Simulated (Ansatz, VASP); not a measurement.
# Ge5H2 (armchair Ge ribbon N=5 H edges) in two plane-wave programs

Aim: how closely do two programs agree when they are given the same cell, functional and k mesh? The structure shown is the start of the Ansatz relaxation below; VASP solves that cell, so the two are compared at the walk's first step.

Main program and level: Ansatz 0.2.0; plane waves, with VASP 6.6.1 beside it; single point at PBE.

## Step 1: The structure

The cell holds 14 atoms: 10 Ge and 4 H. Its edges and angles: a = 17.791 Å, b = 7.670 Å, c = 7.080 Å, α = 90.0°, β = 90.0°, γ = 90.0°. Vacuum lies along a and b. The structure's axis is c.

## Step 2: Ansatz: relaxation, PBE

Ansatz runs on its default PAW (the set named soft_2) files.

The two programs are compared at the cell with which this relaxation starts, whose forces are those of its first step.

The input, input.yaml:

```yaml
crystal:
  lattice:
    - [17.791, 0.0, 0.0]
    - [0.0, 7.67, 0.0]
    - [0.0, 0.0, 7.08]
  atoms:
    - { symbol: Ge, position: [0.270232048, 0.543676662, 0.0] }
    - { symbol: Ge, position: [0.499990909, 0.543676662, 0.0] }
    - { symbol: Ge, position: [0.729749771, 0.543676662, 0.0] }
    - { symbol: Ge, position: [0.270232048, 0.456323338, 0.333333333] }
    - { symbol: Ge, position: [0.499990909, 0.456323338, 0.333333333] }
    - { symbol: Ge, position: [0.729749771, 0.456323338, 0.333333333] }
    - { symbol: H, position: [0.196728683, 0.456323338, 0.439971751] }
    - { symbol: H, position: [0.803253135, 0.456323338, 0.439971751] }
    - { symbol: Ge, position: [0.385111478, 0.543676662, 0.5] }
    - { symbol: Ge, position: [0.61487034, 0.543676662, 0.5] }
    - { symbol: Ge, position: [0.385111478, 0.456323338, 0.833333333] }
    - { symbol: Ge, position: [0.61487034, 0.456323338, 0.833333333] }
    - { symbol: H, position: [0.196728683, 0.543676662, 0.893361582] }
    - { symbol: H, position: [0.803253135, 0.543676662, 0.893361582] }
kpoints:
  mp_grid: { grid: [1, 1, 12] }
scf:
  occupations: { method: fermi_dirac, width: 0.05 }
hamiltonian:
  xc: pbe
relax:
  cell: { fix: [a, b, alpha, beta, gamma] }
  max_steps: 60
```

Command:

```
ansatz run input.yaml --threads 8 --pin off --max-ram 16384MiB --backend cpu --events-out ev --progress --plain --runs-dir out
```

Numbers of over 12 decimals in the logs are rounded to 6 here.

Output:

```text
Engine: ansatz 0.2.0, aarch64-unknown-linux-gnu
Pseudopotentials: kind: paw
Pseudopotential: Ge, paw, valence charge 14, recommended cutoff 420 eV (normal), Ge.paw.azcp
Pseudopotential: H, paw, valence charge 1, recommended cutoff 420 eV (normal), H.paw.azcp
Functional definition: PBE
  parameter kappa = 0.804
  parameter beta = 0.066725
  exchange = pbe_x(kappa = kappa, mu = beta*pi^2/3)
  correlation = pbe_c(beta = beta)
Crystal: 14 atoms, lattice volume = 966.115 Å³
Basis set: ecut = 420 eV, 18837 PW (Γ), exchange–correlation on 240×108×96 points (8 copies of the dense FFT grid, shifted against one another)
Bands: 87, of which v1, the nominal top of the filled ones, is band 72 counted from 1 (71 counted from 0)
Symmetry: 4 space group operations
Space group: P2/m (ITA 10), of the structure as read, at distance tolerance 9.9e-5 Å
k-points: 7 of 12
Non-local potential: Ge, projectors of the file, l = 0: 2, l = 1: 2, l = 2: 3, l = 3: 1
Non-local potential: H, projectors of the file, l = 0: 2, l = 1: 1
PAW form: soft (Blöchl's): semilocal exchange-correlation on the pseudo side does not see the compensation charge
PAW one-centre angular grid: Ge, 590 points (default); XC on 64 Gauss nodes
PAW one-centre angular grid: H, 110 points (default); XC on 64 Gauss nodes
Initial density: superposition of atomic densities (neutral atoms: chi_scale 0, normalization atom), corrected by the library's trained network
Initial wavefunctions: pseudopotential atomic-orbital guess
Functional: x = pbe(κ = 0.804, μ = 0.219515), c = pbe(β = 0.066725)
SCF iter   1: F=—  HF=-43006.155395 eV  |F-HF|=—  |Δ(HF+E_count)|=         —  Δρ=1.68e-3  dr2=7.10e-2  ethr=1.77e-3  ⟨swp⟩=6.6  Hψ=2335  notcnv=0  defer=5
preconditioner: auto → LDOS  [metal: Δε(μ)=0.008 eV  Ē_g=7.555 eV  σ=0.050 eV  W_gap=0.04  n_scr=138 (ndim 8)  ℏωp=7.9 eV  f_vac=0.628  D(μ)=1.75/eV (n_scr^D=2)  β→1.0]
SCF iter   2: F=—  HF=-43006.176822 eV  |F-HF|=—  |Δ(HF+E_count)|=   2.14e-2  Δρ=1.15e-3  dr2=3.52e-2  ethr=4.93e-5  ⟨swp⟩=3.0  Hψ=1310  notcnv=0  defer=42
SCF iter   3: F=—  HF=-43006.166933 eV  |F-HF|=—  |Δ(HF+E_count)|=   9.89e-3  Δρ=4.21e-4  dr2=7.07e-3  ethr=2.44e-5  ⟨swp⟩=2.7  Hψ=1143  notcnv=0  defer=42
SCF iter   4: F=—  HF=-43006.165506 eV  |F-HF|=—  |Δ(HF+E_count)|=   1.43e-3  Δρ=1.11e-4  dr2=5.38e-4  ethr=4.91e-6  ⟨swp⟩=2.0  Hψ=674  notcnv=0  defer=42
SCF iter   5: F=—  HF=-43006.165442 eV  |F-HF|=—  |Δ(HF+E_count)|=   6.39e-5  Δρ=3.12e-5  dr2=1.55e-5  ethr=3.74e-7  ⟨swp⟩=2.0  Hψ=690  notcnv=0  defer=42
SCF iter   6: F=—  HF=-43006.165430 eV  |F-HF|=—  |Δ(HF+E_count)|=   1.17e-5  Δρ=1.21e-5  dr2=1.07e-6  ethr=1.08e-8  ⟨swp⟩=2.0  Hψ=1102  notcnv=0  defer=42
SCF iter   7: F=—  HF=-43006.165433 eV  |F-HF|=—  |Δ(HF+E_count)|=   2.48e-6  Δρ=3.93e-6  dr2=1.45e-7  ethr=7.42e-10  ⟨swp⟩=2.0  Hψ=1072  notcnv=0  defer=42
SCF iter   8: F=-43006.165433 eV  HF=-43006.165433 eV  |F-HF|=1.96e-8  |Δ(HF+E_count)|=   2.30e-7  Δρ=1.05e-6  dr2=1.15e-8  ethr=6.94e-11  ⟨swp⟩=4.0  Hψ=1803  notcnv=0
SCF 1 converged in 8 iterations: F = -43006.165433 eV  dr2 = 1.15e-8
  greatest PAW one-centre occupation: 0.998 electrons in one spin orbital (limit 2), on the Ge atom at site 3 (counted from 0), in its partial waves of l = 2
relax step   1: F+E_penalty+E_count = -43006.16543298 eV  Δ(F+E_penalty+E_count) = +0.000e0 eV  max|allowed force component| = 1.231e0 eV/Å  Δτ_max = 0.0000 Å  P = -0.381 GPa  Ω = 966.115 Å³  fix = [a, b, alpha, beta, gamma]  reactions: a -0.492, b +0.265 GPa; alpha -0.142 GPa/rad  (8 SCF iters, dr2 threshold 1.00e-7 eV, accepted)
[...]
relax step   6: F+E_penalty+E_count = -43006.67610556 eV  Δ(F+E_penalty+E_count) = -1.212e-3 eV  max|allowed force component| = 1.774e-2 eV/Å  Δτ_max = 0.0132 Å  P = +0.077 GPa  Ω = 957.137 Å³  energy of the carried Pulay correction = +8.228e-4 eV  fix = [a, b, alpha, beta, gamma]  reactions: a +0.000, b +0.252 GPa; alpha -0.009 GPa/rad  (6 SCF iters, dr2 threshold 1.42e-7 eV, accepted)
[...]
relax step   7: F+E_penalty+E_count = -43006.67669218 eV  Δ(F+E_penalty+E_count) = -5.866e-4 eV  max|allowed force component| = 6.647e-3 eV/Å  Δτ_max = 0.0165 Å  P = +0.092 GPa  Ω = 955.560 Å³  energy of the carried Pulay correction = +9.681e-4 eV  fix = [a, b, alpha, beta, gamma]  reactions: a +0.007, b +0.251 GPa; alpha -0.005 GPa/rad  (7 SCF iters, dr2 threshold 1.97e-8 eV, accepted)
[...]
relax step   8: F+E_penalty+E_count = -43006.67578629 eV  Δ(F+E_penalty+E_count) = +9.059e-4 eV  max|allowed force component| = 6.663e-3 eV/Å  Δτ_max = 0.0000 Å  P = +0.091 GPa  Ω = 955.560 Å³  fix = [a, b, alpha, beta, gamma]  reactions: a +0.006, b +0.251 GPa; alpha -0.004 GPa/rad  stress off target by 1.55e-2 GPa on what of the cell is left free  SCF on the basis re-selected at this cell (its energy is not comparable with the rows above)  (6 SCF iters)
basis re-selected at this cell: Δ(F+E_penalty+E_count) = +9.059e-4 eV, ΔP = -0.001 GPa vs the last step (what re-selecting the basis moved, of the pressure what is left beyond the Pulay correction that the steps carried, after the strain that the cell walked since its last selection, with what the two solves' SCF thresholds leave and, on support functions, any second-order correction that the steps lacked; it is no m [...]
SCF converged after 6 iterations
Free energy (F): -43006.675786 eV
Harris-Foulkes:  -43006.675786 eV  (|F-HF|=2.18e-11)
Internal energy: -43006.663687 eV  (E = F + TS)
E sigma→0 (E₀):  -43006.669737 eV
Entropy (-TS):   -0.012099 eV (-0.864 meV/atom)
Fermi energy:    -1.351310 eV
--- Per-component energies (eV) ---
  E_band       = -2845.317398
  E_kinetic    = 1153.185297
  E_local      = -59246.503228  (includes V_loc(G=0)·N_el)
  E_nonlocal   = 4181.587000
  E_hartree    = 27428.505196
  E_xc         = -781.514263
  E_vxc        = -677.726926  (∫ρ·V_xc dr)
  E_paw        = -20190.167439  (= ΣΔE_a)
  E_vpaw       = -3112.867607  (= ΣTr[D̂ρ^β])
  E_aug_tail   = -0.001760  (compensation charges beyond the density's cutoff)
  E_ewald      = 4448.245510
  E_smearing   = -0.012099  (= −TS)
  E_closure    = 0.000000  (closes the sum)
  Σ components = -43006.675786   (vs F -43006.675786, Δ=0.00e0)
--- Forces (eV/Å), atoms counted from 1 ---
  atom   1  Ge    -0.00232437    -0.00255310     0.00504554
  atom   2  Ge     0.00000000    -0.00021618    -0.00666348
  atom   3  Ge     0.00232437    -0.00255310     0.00504554
  atom   4  Ge    -0.00232437     0.00255310    -0.00504554
  atom   5  Ge    -0.00000000     0.00021618     0.00666348
  atom   6  Ge     0.00232437     0.00255310    -0.00504554
  atom   7  H      0.00154312     0.00193243    -0.00537496
  atom   8  H     -0.00154312     0.00193243    -0.00537496
  atom   9  Ge    -0.00323669     0.00064263    -0.00079352
  atom  10  Ge     0.00323669     0.00064263    -0.00079352
  atom  11  Ge    -0.00323669    -0.00064263     0.00079352
  atom  12  Ge     0.00323669    -0.00064263     0.00079352
  atom  13  H      0.00154312    -0.00193243     0.00537496
  atom  14  H     -0.00154312    -0.00193243     0.00537496
  max |Σ_I F_I| component: 8.67e-19 eV/Å
--- Stress (GPa, compression-positive) ---
        0.006163      -0.000000      -0.000000
       -0.000000       0.251055       0.004468
       -0.000000       0.004468       0.015545
  P = ⅓ Tr σ = 0.0909 GPa (0.909 kbar)
--- Relaxed structure (7 steps of the walk, 7 accepted, 1 SCFs on fresh bases) ---
  F+E_penalty+E_count = -43006.67578629 eV   max|allowed force component| = 6.663e-3 eV/Å   (the final SCF, on the basis selected at the relaxed cell)
  cell:  # Å, volume = 955.5601 Å³
    - [17.791, 0, 0]
    - [0, 7.67, 0]
    - [0, 0, 7.002648]
  atoms:
    - { symbol: Ge, position: [0.276964, 0.544921, 0.00516425] }
    - { symbol: Ge, position: [0.5, 0.541764, -0.000788129] }
    - { symbol: Ge, position: [0.723036, 0.544921, 0.00516425] }
    - { symbol: Ge, position: [0.276964, 0.455079, 0.328169] }
    - { symbol: Ge, position: [0.5, 0.458236, 0.334121] }
    - { symbol: Ge, position: [0.723036, 0.455079, 0.328169] }
    - { symbol: H, position: [0.202950, 0.505234, 0.435224] }
    - { symbol: H, position: [0.797050, 0.505234, 0.435224] }
    - { symbol: Ge, position: [0.386846, 0.546814, 0.500650] }
    - { symbol: Ge, position: [0.613154, 0.546814, 0.500650] }
    - { symbol: Ge, position: [0.386846, 0.453186, 0.832683] }
    - { symbol: Ge, position: [0.613154, 0.453186, 0.832683] }
    - { symbol: H, position: [0.202950, 0.494766, 0.898110] }
    - { symbol: H, position: [0.797050, 0.494766, 0.898110] }
```

Reading the cycles: dr2 is the Hartree energy of the density residual (eV), the measure of convergence; HF is the Harris–Foulkes estimate of the energy, which meets the free energy F at convergence.

## Step 3: VASP: single point, PBE, start cell

The same cell, functional, mesh and smearing now go to VASP, with its own data sets.

Lines of VASP's logs that name or quote its potential files are left out, and so is its time.

The input, INCAR:

```
SYSTEM = Ge5H2
PREC = Accurate
ENCUT = 410
EDIFF = 1E-06
NELM = 120
ISMEAR = -1
SIGMA = 0.05
LREAL = .FALSE.
ALGO = Normal
GGA = PE
NBANDS = 89
LORBIT = 11
LWAVE = .FALSE.
LCHARG = .FALSE.
ISIF = 2
LASPH = .TRUE.
GGA_COMPAT = .FALSE.
KPAR = 4
```

The input, POSCAR:

```
Ge5H2
1.0
   17.7910000000      0.0000000000      0.0000000000
    0.0000000000      7.6700000000      0.0000000000
    0.0000000000      0.0000000000      7.0800000000
Ge H
10 4
Direct
    0.2702411332      0.5436766623      0.0000000000
    0.5000000000      0.5436766623      0.0000000000
    0.7297588668      0.5436766623      0.0000000000
    0.2702411332      0.4563233377      0.3333333333
    0.5000000000      0.4563233377      0.3333333333
    0.7297588668      0.4563233377      0.3333333333
    0.3851205666      0.5436766623      0.5000000000
    0.6148794334      0.5436766623      0.5000000000
    0.3851205666      0.4563233377      0.8333333333
    0.6148794334      0.4563233377      0.8333333333
    0.1967377888      0.4563233377      0.4399717514
    0.8032622112      0.4563233377      0.4399717514
    0.1967377888      0.5436766623      0.8933615819
    0.8032622112      0.5436766623      0.8933615819
```

The input, KPOINTS:

```
Automatic mesh
0
Gamma
1 1 12
0 0 0
```

PAW data sets: Ge_d and H (PBE family, release 64).

Command:

```
mpirun -np 4 vasp_std
```

Output:

```text
[banner, memory and clock lines left out]
running    4 mpi-ranks, on    1 nodes
 distrk:  each k-point on    1 cores,    4 groups
 distr:  one band on    1 cores,    1 groups

 POSCAR found type information on POSCAR GeH
 POSCAR found :  2 types and      14 ions
 LDA part: xc-table for (Slater+PW92), standard interpolation
 POSCAR, INCAR and KPOINTS ok, starting setup
 FFT: planning ... GRIDC
 FFT: planning ... GRID_SOFT
 FFT: planning ... GRID
 WAVECAR not read
 entering main loop
       N       E                     dE             d eps       ncg     rms          rms(c)
DAV:   1     0.122912522628E+04    0.12291E+04   -0.64606E+04  1535   0.203E+03
DAV:   2     0.150514603328E+03   -0.10786E+04   -0.10380E+04  1582   0.499E+02
DAV:   3    -0.406497621130E+02   -0.19116E+03   -0.18820E+03  1767   0.188E+02
DAV:   4    -0.528237369522E+02   -0.12174E+02   -0.12066E+02  1427   0.552E+01
DAV:   5    -0.533459149763E+02   -0.52218E+00   -0.52182E+00  1812   0.116E+01    0.879E+00
DAV:   6    -0.521658393635E+02    0.11801E+01   -0.47415E-01  1396   0.462E+00    0.505E+00
DAV:   7    -0.515621130762E+02    0.60373E+00   -0.18709E+00  1562   0.655E+00    0.864E-01
DAV:   8    -0.515680949956E+02   -0.59819E-02   -0.32125E-01  1420   0.428E+00    0.476E-01
DAV:   9    -0.515614272983E+02    0.66677E-02   -0.51212E-02  1444   0.245E+00    0.231E-01
DAV:  10    -0.515599263461E+02    0.15010E-02   -0.69987E-03  1436   0.215E+00    0.131E-01
DAV:  11    -0.515571510041E+02    0.27753E-02   -0.38559E-03  1604   0.850E-01    0.655E-02
DAV:  12    -0.515570176845E+02    0.13332E-03   -0.17530E-03  1355   0.684E-01    0.476E-02
DAV:  13    -0.515585528336E+02   -0.15351E-02   -0.11276E-03  1265   0.612E-01    0.201E-02
DAV:  14    -0.515589443481E+02   -0.39151E-03   -0.42714E-04  1388   0.314E-01    0.144E-02
DAV:  15    -0.515596918016E+02   -0.74745E-03   -0.24057E-04  1321   0.274E-01    0.994E-03
DAV:  16    -0.515600215070E+02   -0.32971E-03   -0.10362E-04  1338   0.169E-01    0.605E-03
DAV:  17    -0.515602865652E+02   -0.26506E-03   -0.72478E-05  1802   0.862E-02    0.501E-03
DAV:  18    -0.515603891237E+02   -0.10256E-03   -0.18470E-05  1475   0.329E-02    0.387E-03
DAV:  19    -0.515604257855E+02   -0.36662E-04   -0.50656E-06  1194   0.266E-02    0.230E-03
DAV:  20    -0.515604359013E+02   -0.10116E-04   -0.54899E-06  1209   0.234E-02    0.724E-04
DAV:  21    -0.515604357147E+02    0.18662E-06   -0.87296E-07   884   0.145E-02
   1 F= -.51560436E+02 E0= -.51553992E+02  d E =-.128881E-01
```

(Part 1 of 2 ends here.)

[Lines on the potential files, build, host, timing and source positions are cut from VASP's logs without a mark.]

[Logs are printed without paths, hosts, clocks, repeated set-up lines and the standing remarks that a program may print on its own settings, such as how far it seeks lower states.]

[Hosts, paths, dates, database ids (printed as entryN), source tags and the programs' standing remarks are cut or masked in the printed files.]
